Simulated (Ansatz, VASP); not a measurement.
## Cross-check of SiGeO4 between VASP and Ansatz

Aim: how closely do two programs agree when they are given the same cell, functional and k mesh? The cell is generated by rule, not measured, and may not be a known phase. The cell is taken from a series of runs on this material, whose earlier steps may have relaxed, scaled, displaced or heated it; both programs get it as it stands.

Program: Ansatz 0.2.0. Level of theory: plane waves, with VASP 6.6.1 beside it; single point at PBEsol. Results are calculated unless marked as measured.

The structure was built from a prototype and need not be the compound's stable phase.

## (1) Set-up

The structure is trigonal, space group R3 (No. 146). The conventional cell has a = 5.428 Å, b = 5.428 Å, c = 13.295 Å, α = 90.00°, β = 90.00°, γ = 120.00°. Nearest to Si lie 4 O at 1.61 Å. Nearest to Ge lie 4 O at 1.72 Å. Nearest to O lie 1 Si at 1.61 Å and 1 Ge at 1.72 Å. Nearest to O lie 1 Si at 1.61 Å and 1 Ge at 1.72 Å. Farther neighbours and most contacts between anions are not listed.

Coordinates:

```cif
data_structure
_symmetry_space_group_name_H-M 'P 1'
_symmetry_Int_Tables_number 1
_cell_length_a 5.4276
_cell_length_b 5.4276
_cell_length_c 5.4276
_cell_angle_alpha 60.000
_cell_angle_beta 60.000
_cell_angle_gamma 60.000
_cell_volume 113.06
loop_
_atom_site_label
_atom_site_type_symbol
_atom_site_fract_x
_atom_site_fract_y
_atom_site_fract_z
_atom_site_occupancy
Si1 Si 0.00000 0.00000 0.00000 1
Ge2 Ge 0.25000 0.25000 0.25000 1
O3 O 0.12090 0.12827 0.11353 1
O4 O 0.63730 0.12090 0.12090 1
O5 O 0.12090 0.11353 0.63730 1
O6 O 0.12090 0.63730 0.12827 1
```

## (2) VASP: single point, PBEsol, pair 1

A single point gives forces, pressure and levels at one fixed geometry, so differences don't come from the geometry; what else differs is listed under the comparison.

Lines of VASP's logs that name or quote its potential files are left out, and so is its time.

INCAR

```
SYSTEM = SiGeO4
PREC = Accurate
ENCUT = 600
EDIFF = 1E-06
NELM = 120
ISMEAR = 0
SIGMA = 0.02
LREAL = .FALSE.
ALGO = Normal
GGA = PS
NBANDS = 27
LORBIT = 11
LWAVE = .FALSE.
LCHARG = .FALSE.
ISIF = 2
LASPH = .TRUE.
GGA_COMPAT = .FALSE.
EFERMI = MIDGAP
KPAR = 2
```

POSCAR

```
SiGeO4
1.0
    0.0000000000      3.8379174859      3.8379174859
    3.8379174859      0.0000000000      3.8379174859
    3.8379174859      3.8379174859      0.0000000000
Si Ge O
1 1 4
Direct
    0.0000000000      0.0000000000      0.0000000000
    0.2500000000      0.2500000000      0.2500000000
    0.1209006003      0.1282702927      0.1135309079
    0.6372981992      0.1209006003      0.1209006003
    0.1209006003      0.1135309079      0.6372981992
    0.1209006003      0.6372981992      0.1282702927
```

KPOINTS

```
Automatic mesh
0
Gamma
4 4 4
0 0 0
```

The projector-augmented-wave data sets are Si, Ge_d and O (PBE family, release 64).

Command:

```
$ mpirun -np 2 vasp_std
```

Numbers of over 12 decimals in the logs are rounded to 6 here.

The program printed:

```text
[banner, memory and clock lines left out]
running    2 mpi-ranks, on    1 nodes
 distrk:  each k-point on    1 cores,    2 groups
 distr:  one band on    1 cores,    1 groups

 POSCAR found type information on POSCAR SiGeO
 POSCAR found :  3 types and       6 ions
|                                                                             |
|               ----> ADVICE to this user running VASP <----                  |
|                                                                             |
|     You enforced a specific xc type in the INCAR file but a different       |
|     [... a line on the potential file left out ...]
|     I HOPE YOU KNOW WHAT YOU ARE DOING!                                     |
|                                                                             |

 LDA part: xc-table for (Slater+PW92), standard interpolation
 POSCAR, INCAR and KPOINTS ok, starting setup
 FFT: planning ... GRIDC
 FFT: planning ... GRID_SOFT
 FFT: planning ... GRID
 WAVECAR not read
 entering main loop
       N       E                     dE             d eps       ncg     rms          rms(c)
DAV:   1     0.461089481555E+03    0.46109E+03   -0.22697E+04   986   0.268E+03
DAV:   2     0.129054886309E+02   -0.44818E+03   -0.43127E+03   942   0.801E+02
DAV:   3    -0.478903524945E+02   -0.60796E+02   -0.60543E+02   821   0.180E+02
DAV:   4    -0.511492107994E+02   -0.32589E+01   -0.32527E+01   989   0.516E+01
DAV:   5    -0.512288954783E+02   -0.79685E-01   -0.79632E-01   941   0.717E+00    0.185E+01
DAV:   6    -0.445960876057E+02    0.66328E+01   -0.24132E+01  1149   0.107E+02    0.732E+00
DAV:   7    -0.446098673429E+02   -0.13780E-01   -0.18649E+00   852   0.788E+00    0.373E+00
DAV:   8    -0.445710286957E+02    0.38839E-01   -0.19942E-01  1178   0.551E+00    0.726E-01
DAV:   9    -0.445679443958E+02    0.30843E-02   -0.53798E-02  1089   0.279E+00    0.241E-01
DAV:  10    -0.445722129022E+02   -0.42685E-02   -0.44285E-03   887   0.602E-01    0.111E-01
DAV:  11    -0.445732835690E+02   -0.10707E-02   -0.55648E-04   856   0.166E-01    0.547E-02
DAV:  12    -0.445735457306E+02   -0.26216E-03   -0.24181E-04   924   0.168E-01    0.181E-02
DAV:  13    -0.445735538948E+02   -0.81642E-05   -0.18040E-05   917   0.383E-02    0.164E-02
DAV:  14    -0.445735540033E+02   -0.10854E-06   -0.75872E-06   698   0.234E-02
   1 F= -.44573554E+02 E0= -.44573554E+02  d E =0.000000E+00
```

From OUTCAR (step 2):

```text
ion  position               nearest neighbor table
   1  0.000  0.000  0.000-   4 1.61   5 1.61   6 1.61   3 1.61
   2  0.250  0.250  0.250-   4 1.72   3 1.72   5 1.72   6 1.72
   3  0.121  0.128  0.114-   1 1.61   2 1.72
   4  0.637  0.121  0.121-   1 1.61   2 1.72
   5  0.121  0.114  0.637-   1 1.61   2 1.72
   6  0.121  0.637  0.128-   1 1.61   2 1.72

  LATTYP: Found a face centered cubic cell.
 ALAT       =     7.6758349718

 Subroutine GETGRP returns: Found  3 space group operations
 (whereof  3 operations were pure point group operations)

The static configuration has the point symmetry C_3 .

 Found     14 irreducible k-points:

   k-points           NKPTS =     14   k-points in BZ     NKDIM =     14   number of bands    NBANDS=     27

   dimension x,y,z NGX =    48 NGY =   48 NGZ =   48
   dimension x,y,z NGXF=    96 NGYF=   96 NGZF=   96

   ENCUT  =  600.0 eV  44.10 Ry    6.64 a.u.  10.84 10.84 10.84*2*pi/ulx,y,z

   NELECT =      42.0000    total number of electrons

 k-points in reciprocal lattice and weights: Automatic mesh
   0.00000000  0.00000000  0.00000000       0.016
   0.25000000  0.00000000  0.00000000       0.031
   0.00000000  0.25000000  0.00000000       0.094
   0.50000000  0.00000000  0.00000000       0.016
   0.00000000  0.50000000  0.00000000       0.047
   0.25000000  0.25000000  0.00000000       0.094
   0.50000000  0.25000000  0.00000000       0.094
   0.00000000  0.50000000  0.25000000       0.094
   0.25000000  0.00000000  0.50000000       0.094
[...]
0.50000000  0.50000000  0.00000000       0.047
  -0.25000000  0.50000000  0.25000000       0.094

 average (electrostatic) potential at core
       1 -88.9434       2 -79.2811       3 -75.0241       4 -75.0259       5 -75.0241
       6 -75.0241

 E-fermi :   0.5823

 k-point     1 :       0.0000    0.0000    0.0000
  band No.  band energies     occupation
    ...
     17      -3.1217      2.00000
     18      -3.1212      2.00000
     19      -1.5766      2.00000
     20      -1.5692      2.00000
     21      -1.5692      2.00000
     22       2.7292      0.00000
     23       5.5470      0.00000
     24       6.8029      0.00000
     25       6.8030      0.00000
     26       6.8039      0.00000
    ...

 k-point     2 :       0.2500    0.0000    0.0000
  band No.  band energies     occupation
    ...
     17      -3.1649      2.00000
     18      -3.1639      2.00000
     19      -1.9245      2.00000
     20      -1.8942      2.00000
     21      -1.5736      2.00000
     22       3.4829      0.00000
     23       5.9305      0.00000
     24       7.1441      0.00000
     25       7.3578      0.00000
     26       7.4405      0.00000
    ...

 k-point     3 :       0.0000    0.2500    0.0000
  band No.  band energies     occupation
    ...
     17      -3.1640      2.00000
     18      -3.1633      2.00000
     19      -1.9179      2.00000
     20      -1.9046      2.00000
     21      -1.5671      2.00000
     22       3.4828      0.00000
     23       5.9262      0.00000
     24       7.1350      0.00000
     25       7.3891      0.00000
     26       7.4184      0.00000
    ...

  Total        0.1299786      0.1299786      0.1299786     -0.0166261      0.0166261     -0.0166261
  in kB        1.8418980      1.8418980      1.8418980     -0.2356049      0.2356049     -0.2356049
  external PRESSURE =       1.8418980 kB  Pullay stress =       0.0000000 kB

  energy-cutoff  :      600.00
  volume of cell :      113.06
      direct lattice vectors                 reciprocal lattice vectors
     0.000000000  3.837917486  3.837917486    -0.130278986  0.130278986  0.130278986
     3.837917486  0.000000000  3.837917486     0.130278986 -0.130278986  0.130278986
     3.837917486  3.837917486  0.000000000     0.130278986  0.130278986 -0.130278986

 POSITION                                       TOTAL-FORCE (eV/Angst)
 -----------------------------------------------------------------------------------
      0.00000      0.00000      0.00000        -0.006497      0.006497      0.006497
      1.91896      1.91896      1.91896         0.005981     -0.005981     -0.005981
      0.92801      0.89973      0.95630         0.079624      0.053998      0.107204
      0.92801      2.90990      2.90990         0.082094     -0.082094     -0.082094
      2.88162      2.90990      0.89973        -0.107204     -0.079624      0.053998
      2.93819      0.95630      2.90990        -0.053998      0.107204     -0.079624
 -----------------------------------------------------------------------------------
    total drift:                               -0.000069      0.000067      0.000071

  FREE ENERGIE OF THE ION-ELECTRON SYSTEM (eV)
  ---------------------------------------------------
  free  energy   TOTEN  =       -44.5735540033 eV

  energy  without entropy=      -44.5735540033  energy(sigma->0) =      -44.57355400

 total charge
# of ion       s       p       d       tot
------------------------------------------
    1        0.633   0.996   0.000   1.629
    2        0.918   1.356  10.573  12.847
    3        1.529   3.660   0.000   5.188
    4        1.529   3.660   0.000   5.189
    5        1.529   3.660   0.000   5.188
    6        1.529   3.660   0.000   5.188
--------------------------------------------------
tot          7.667  16.991  10.573  35.231

[... 3 further parts left out ...]
```

The run ends at a pressure of 0.18 GPa, with forces up to 0.14 eV/Å.

## (3) Ansatz: single point, PBEsol, pair 1

Ansatz runs on norm-conserving files, of PseudoDojo where its log says so.

The same cell, functional, mesh and smearing now go to Ansatz, which takes its cutoff from its data sets.

input.yaml

```yaml
crystal:
  lattice:
    - [0.0, 3.8379174859, 3.8379174859]
    - [3.8379174859, 0.0, 3.8379174859]
    - [3.8379174859, 3.8379174859, 0.0]
  atoms:
    - { symbol: Si, position: [0.0, 0.0, 0.0] }
    - { symbol: Ge, position: [0.25, 0.25, 0.25] }
    - { symbol: O, position: [0.1209006003, 0.1282702927, 0.1135309079] }
    - { symbol: O, position: [0.6372981992, 0.1209006003, 0.1209006003] }
    - { symbol: O, position: [0.1209006003, 0.1135309079, 0.6372981992] }
    - { symbol: O, position: [0.1209006003, 0.6372981992, 0.1282702927] }
kpoints:
  mp_grid: { grid: [4, 4, 4] }
hamiltonian:
  xc: pbesol
  pseudopotentials: { kind: nc, accuracy: standard }
scf:
  occupations: { method: gaussian, width: 0.02 }
output:
  forces: true
  stress: true
  eigenvalues: true
```

Command:

```
$ ansatz run input.yaml --threads 8 --pin off --max-ram 14336MiB --backend cpu --events-out ev --progress --plain --runs-dir out
```

The program printed:

```text
Engine: ansatz 0.2.0, x86_64-unknown-linux-gnu
Pseudopotentials: kind: nc
Pseudopotential: Si, nc, valence charge 4, recommended cutoff 489.804952 eV (normal), Si.nc.azcp (PseudoDojo's, or run here from an input of PseudoDojo's; its table is named by hamiltonian.pseudopotentials.accuracy)
Pseudopotential: Ge, nc, valence charge 14, recommended cutoff 1061.244064 eV (normal), Ge.nc.azcp (PseudoDojo's, or run here from an input of PseudoDojo's; its table is named by hamiltonian.pseudopotentials.accuracy)
Pseudopotential: O, nc, valence charge 6, recommended cutoff 1142.878222 eV (normal), O.nc.azcp (PseudoDojo's, or run here from an input of PseudoDojo's; its table is named by hamiltonian.pseudopotentials.accuracy)
Functional definition: PBEsol
  exchange = pbesol_x
  correlation = pbesol_c
Crystal: 6 atoms, lattice volume = 113.062 Å³
Basis set: ecut = 1142.878222 eV, 9841 PW (Γ), exchange–correlation on 120×120×120 points (8 copies of the dense FFT grid, shifted against one another)
Bands: 27, of which v1, the nominal top of the filled ones, is band 21 counted from 1 (20 counted from 0)
Symmetry: 3 space group operations
Space group: R3 (ITA 146), of the structure as read, at distance tolerance 4.8e-5 Å
k-points: 14 of 64 (time reversal used)
Non-local potential: Si, projectors of the file, l = 0: 2, l = 1: 2, l = 2: 2
Non-local potential: Ge, projectors of the file, l = 0: 2, l = 1: 2, l = 2: 2
Non-local potential: O, projectors of the file, l = 0: 2, l = 1: 2, l = 2: 1
Initial density: superposition of atomic densities (chi_scale 0.1, normalization cell, long waves kept (reshape's long-wave potential 0.07 eV rms))
Initial wavefunctions: pseudopotential atomic-orbital guess
Functional: x = pbesol(κ = 0.804, μ = 0.123457), c = pbesol(β = 0.046)
SCF iter   1: F=—  HF=-4343.574110 eV  |F-HF|=—  |Δ(HF+E_count)|=         —  Δρ=9.28e-2  dr2=8.14e0  ethr=3.10e-3  ⟨swp⟩=7.3  Hψ=1994  notcnv=0
preconditioner: auto → none  [insulator: Δε(μ)=5.039 eV  Ē_g=20.687 eV  σ=0.020 eV  W_gap=1.00  n_scr=14 (ndim 8)  ℏωp=22.6 eV  f_vac=0.302  D(μ)=0.00/eV (n_scr^D=0)  ε∞_Penn≈2.2]
SCF iter   2: F=—  HF=-4341.180206 eV  |F-HF|=—  |Δ(HF+E_count)|=    2.39e0  Δρ=4.42e-2  dr2=9.12e-1  ethr=3.10e-3  ⟨swp⟩=4.6  Hψ=1109  notcnv=0  defer=20
SCF iter   3: F=—  HF=-4340.948586 eV  |F-HF|=—  |Δ(HF+E_count)|=   2.32e-1  Δρ=1.44e-2  dr2=1.13e-1  ethr=2.17e-3  ⟨swp⟩=2.5  Hψ=631  notcnv=0  defer=6
automatic band count: iteration 3 solves 26 bands in place of 27: the levels show a gap, and the empty bands left out lie too high to hold charge; the band table lists the bands solved (type scf.n_extra_bands for more)
SCF iter   4: F=—  HF=-4340.937292 eV  |F-HF|=—  |Δ(HF+E_count)|=   1.13e-2  Δρ=4.21e-3  dr2=1.04e-2  ethr=2.70e-4  ⟨swp⟩=2.4  Hψ=711  notcnv=0  defer=11
SCF iter   5: F=—  HF=-4340.936062 eV  |F-HF|=—  |Δ(HF+E_count)|=   1.23e-3  Δρ=7.91e-4  dr2=3.73e-4  ethr=2.47e-5  ⟨swp⟩=3.5  Hψ=779  notcnv=0  defer=11
SCF iter   6: F=—  HF=-4340.936121 eV  |F-HF|=—  |Δ(HF+E_count)|=   5.87e-5  Δρ=1.40e-4  dr2=5.91e-6  ethr=8.88e-7  ⟨swp⟩=2.6  Hψ=597  notcnv=0  defer=11
SCF iter   7: F=—  HF=-4340.935908 eV  |F-HF|=—  |Δ(HF+E_count)|=   2.13e-4  Δρ=2.80e-5  dr2=4.76e-7  ethr=1.41e-8  ⟨swp⟩=2.0  Hψ=595  notcnv=0  defer=11
SCF iter   8: F=-4340.935908 eV  HF=-4340.935908 eV  |F-HF|=6.82e-8  |Δ(HF+E_count)|=   8.34e-8  Δρ=9.81e-6  dr2=8.27e-8  ethr=2.38e-10  ⟨swp⟩=12.6  Hψ=1977  notcnv=0
SCF 1 converged in 8 iterations: F = -4340.935908 eV  dr2 = 8.27e-8
SCF converged after 8 iterations
Free energy (F): -4340.935908 eV
Harris-Foulkes:  -4340.935908 eV  (|F-HF|=6.82e-8)
Internal energy: -4340.935908 eV  (E = F + TS)
E sigma→0 (E₀):  -4340.935908 eV
Fermi energy:    2.376253 eV
--- Per-component energies (eV) ---
  E_band       = -441.254761
  E_kinetic    = 3123.317684
  E_local      = -5454.759450  (includes V_loc(G=0)·N_el)
  E_nonlocal   = -1588.291504
  E_hartree    = 2216.405370
  E_xc         = -1086.729081
  E_vxc        = -954.335439  (∫ρ·V_xc dr)
  E_ewald      = -1550.878928
  E_smearing   = -0.000000  (= −TS)
  E_closure    = -0.000000  (closes the sum)
  Σ components = -4340.935908   (vs F -4340.935908, Δ=0.00e0)
--- Forces (eV/Å), atoms counted from 1 ---
  atom   1  Si    -0.00651427     0.00651427     0.00651427
  atom   2  Ge     0.00624472    -0.00624472    -0.00624472
  atom   3  O     -0.00279043    -0.02693482     0.02347105
  atom   4  O     -0.00043161     0.00043161     0.00043161
  atom   5  O     -0.02347105     0.00279043    -0.02693482
  atom   6  O      0.02693482     0.02347105     0.00279043
  max |Σ_I F_I| component: 2.78e-5 eV/Å
--- Stress (GPa, compression-positive) ---
       -0.070486      -0.024303      -0.024303
       -0.024303      -0.070486       0.024303
       -0.024303       0.024303      -0.070486
  P = ⅓ Tr σ = -0.0705 GPa (-0.705 kbar)
--- Band table (eV; the first three rows and the last of 14) ---
  k-point 0: bands = [... 17 lower, -1.3468, 0.2109, 0.2185, 0.2185, 4.5295, 7.3446, 8.6000, 8.6000, ... 1 higher]
  k-point 1: bands = [... 17 lower, -1.3843, -0.1312, -0.1180, 0.2205, 5.2776, 7.7234, 8.9272, 9.1819, ... 1 higher]
  k-point 2: bands = [... 17 lower, -1.4904, -0.4661, -0.4487, 0.2229, 6.0264, 8.1408, 8.8903, 9.9113, ... 1 higher]
  k-point 13: bands = [... 17 lower, -1.4951, -0.4563, -0.4563, 0.2165, 6.0263, 8.1411, 8.8978, 9.9291, ... 1 higher]
```

In the SCF lines HF is the Harris–Foulkes energy and dr2 the Hartree energy of the density residual, in eV; the loop may stop once dr2 is under the threshold and the program's other checks hold. Hψ counts applications of the Hamiltonian.

The run ends at a pressure of -0.07 GPa, with forces up to 0.036 eV/Å.

## (4) Comparison

Known differences besides the potentials themselves: the cutoff is 1142.88 eV in Ansatz and 600 eV in VASP. Total energies have different zeros and are not compared.

The two programs side by side:

```csv
quantity,Ansatz,VASP,difference
pressure (GPa),-0.07,0.18,-0.25
gap on the k mesh (eV),4.307,4.294,+0.013
```

Forces (eV/Å; atoms numbered as in POSCAR):

```csv
atom,"Ansatz x, y, z","VASP x, y, z"
Si1,"-0.007, 0.007, 0.007","-0.006, 0.006, 0.006"
Ge2,"0.006, -0.006, -0.006","0.006, -0.006, -0.006"
O3,"-0.003, -0.027, 0.023","0.080, 0.054, 0.107"
O4,"0.000, 0.000, 0.000","0.082, -0.082, -0.082"
O5,"-0.023, 0.003, -0.027","-0.107, -0.080, 0.054"
O6,"0.027, 0.023, 0.003","-0.054, 0.107, -0.080"
```

The forces differ by 67 meV/Å r.m.s., where the r.m.s. force is 0.015 eV/Å in Ansatz and 0.068 eV/Å in VASP: the atoms lie near their places of rest in Ansatz, so a percentage would say little (all taken over all components). A gap on the mesh is an upper bound, since the band edges may lie between its points.

## (5) VASP: single point, PBEsol, pair 2

With cell and atoms fixed, the geometry can't cause a difference; cores, projectors, grids and the points listed under the comparison can.

INCAR is that of step 2.

POSCAR

```
SiGeO4
1.0
    0.0000000000      3.8379174859      3.8379174859
    3.8379174859      0.0000000000      3.8379174859
    3.8379174859      3.8379174859      0.0000000000
Si Ge O
1 1 4
Direct
    0.0000000000      0.0000000000      0.0000000000
    0.2500000000      0.2500000000      0.2500000000
    0.1209006003      0.1356399850      0.1061612155
    0.6372981992      0.1209006003      0.1209006003
    0.1209006003      0.1061612155      0.6372981992
    0.1209006003      0.6372981992      0.1356399850
```

KPOINTS is that of step 2.

Command:

```
$ mpirun -np 2 vasp_std
```

The program printed:

```text
[banner, memory and clock lines left out]
running    2 mpi-ranks, on    1 nodes
[...]
[... a notice as in an earlier step ...]

 LDA part: xc-table for (Slater+PW92), standard interpolation
 POSCAR, INCAR and KPOINTS ok, starting setup
[...]
entering main loop
       N       E                     dE             d eps       ncg     rms          rms(c)
DAV:   1     0.460636456435E+03    0.46064E+03   -0.22696E+04   986   0.268E+03
DAV:   2     0.125266382257E+02   -0.44811E+03   -0.43116E+03   950   0.801E+02
DAV:   3    -0.478899215484E+02   -0.60417E+02   -0.60163E+02   821   0.180E+02
DAV:   4    -0.511401309259E+02   -0.32502E+01   -0.32444E+01  1021   0.515E+01
[...]
DAV:  12    -0.445800671034E+02   -0.26017E-03   -0.23752E-04   921   0.162E-01    0.180E-02
DAV:  13    -0.445800757769E+02   -0.86735E-05   -0.17723E-05   911   0.395E-02    0.164E-02
DAV:  14    -0.445800759800E+02   -0.20304E-06   -0.78340E-06   701   0.233E-02
   1 F= -.44580076E+02 E0= -.44580076E+02  d E =0.000000E+00
```

OUTCAR, selected parts (step 5):

```text
  Total       -0.0161803     -0.0161803     -0.0161803     -0.0666901      0.0666901     -0.0666901
  in kB       -0.2292872     -0.2292872     -0.2292872     -0.9450502      0.9450502     -0.9450502
  external PRESSURE =      -0.2292872 kB  Pullay stress =       0.0000000 kB

 POSITION                                       TOTAL-FORCE (eV/Angst)
 -----------------------------------------------------------------------------------
      0.00000      0.00000      0.00000        -0.025929      0.025929      0.025929
      1.91896      1.91896      1.91896         0.023807     -0.023807     -0.023807
      0.92801      0.87144      0.98458         0.069970      0.024381      0.123758
      0.92801      2.90990      2.90990         0.080290     -0.080290     -0.080290
      2.85334      2.90990      0.87144        -0.123758     -0.069970      0.024381
      2.96647      0.98458      2.90990        -0.024381      0.123758     -0.069970
 -----------------------------------------------------------------------------------
    total drift:                               -0.000056      0.000053      0.000060

  FREE ENERGIE OF THE ION-ELECTRON SYSTEM (eV)
  ---------------------------------------------------
  free  energy   TOTEN  =       -44.5800759800 eV

  energy  without entropy=      -44.5800759800  energy(sigma->0) =      -44.58007598

[... 2 parts as in an earlier step ...]

[... 1 further part left out ...]
[key lines of the parts left out:]
E-fermi :   0.5733
```

The run ends at a pressure of -0.02 GPa, with forces up to 0.14 eV/Å.

(Continued in part 2 of 2.)

[Lines on the potential files, build, host, timing and source positions are cut from VASP's logs without a mark.]

[Logs are printed without paths, hosts, clocks, repeated set-up lines and the standing remarks that a program may print on its own settings, such as how far it seeks lower states.]

[Hosts, paths, dates, database ids (printed as entryN), source tags and the programs' standing remarks are cut or masked in the printed files.]
